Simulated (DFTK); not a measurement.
# CoO: band structure with PBEsol

The system is CoO.

```xyz
2
Lattice="0.0000 2.1315 2.1315 2.1315 0.0000 2.1315 2.1315 2.1315 0.0000" Properties=species:S:1:pos:R:3 pbc="T T T"
Co    0.0000    0.0000    0.0000
O     2.1315    2.1315    2.1315
```

| Item | Value |
| --- | --- |
| Program | DFTK 0.8.2 |
| Task | band structure |
| Functional | PBEsol |
| Potentials or basis | SPMS 1.0 (PBE) |
| Cutoff | 1225 eV |
| k mesh | 10 × 10 × 10 |
| Occupations | fermi-dirac, width 0.05 eV |
| Spin | collinear spin, ferromagnetic start |
| Starting moments | [2.0, 0.0] μB |
| Valence electrons | Co 17, O 6 |
| SCF tolerance on the density | 1e-06 |

| Property | Result |
| --- | --- |
| Pressure | -11.7 GPa |
| Band gap on the k mesh | none (metal or under the smearing width) |
| Net moment | 2.95 μB per cell |
| Absolute moment | 2.97 μB per cell |
| Site moments | Co +2.58; O +0.37 μB |

Levels at the corners of the path, in eV from the Fermi level:
Spin up:
```csv
point,band 11,band 12,band 13,band 14,band 15,band 16
Γ,-3.15,-3.15,-3.15,0.83,16.55,17.88
X,-2.47,-2.13,-2.13,5.71,9.61,11.46
W,-2.36,-2.13,-1.41,7.94,9.80,9.80
K,-2.10,-2.00,-1.36,7.27,9.50,9.60
Γ,-3.15,-3.15,-3.15,0.83,16.55,17.88
L,-1.87,0.04,0.04,4.86,9.17,13.25
U,-2.10,-2.00,-1.36,7.27,9.50,9.60
W,-2.36,-2.13,-1.41,7.94,9.80,9.80
L,-1.87,0.04,0.04,4.86,9.17,13.25
K,-2.10,-2.00,-1.36,7.27,9.50,9.60
U,-2.10,-2.00,-1.36,7.27,9.50,9.60
X,-2.47,-2.13,-2.13,5.71,9.61,11.46
```
Spin down:
```tsv
point	band 8	band 9	band 10	band 11	band 12	band 13
Γ	-2.60	-1.09	-1.09	-1.09	-0.16	-0.16
X	-3.87	-2.23	0.15	0.15	0.31	0.77
W	-5.08	-0.37	-0.37	0.15	0.66	1.40
K	-4.35	-1.01	0.00	0.17	0.91	1.39
Γ	-2.60	-1.09	-1.09	-1.09	-0.16	-0.16
L	-4.69	-0.11	-0.11	0.19	2.52	2.52
U	-4.35	-1.01	0.00	0.17	0.91	1.39
W	-5.08	-0.37	-0.37	0.15	0.66	1.40
L	-4.69	-0.11	-0.11	0.19	2.52	2.52
K	-4.35	-1.01	0.00	0.17	0.91	1.39
U	-4.35	-1.01	0.00	0.17	0.91	1.39
X	-3.87	-2.23	0.15	0.15	0.31	0.77
```

Run time: 5.6 min on 1 thread of AMD EPYC 7R43 64-Core Processor (Zen 3), with other jobs on the host, peak memory 2 GiB.

Caveat: the potentials were made for another functional, which shifts forces and pressure; a cell with one magnetic atom can't hold antiferromagnetic order, which such compounds often take; semilocal functionals often make such compounds metallic where correlation or magnetic order opens a gap, which also shifts bond lengths. With open d or f shells a metallic result of PBEsol can be an artefact of self-interaction; +U or a hybrid may open a gap.
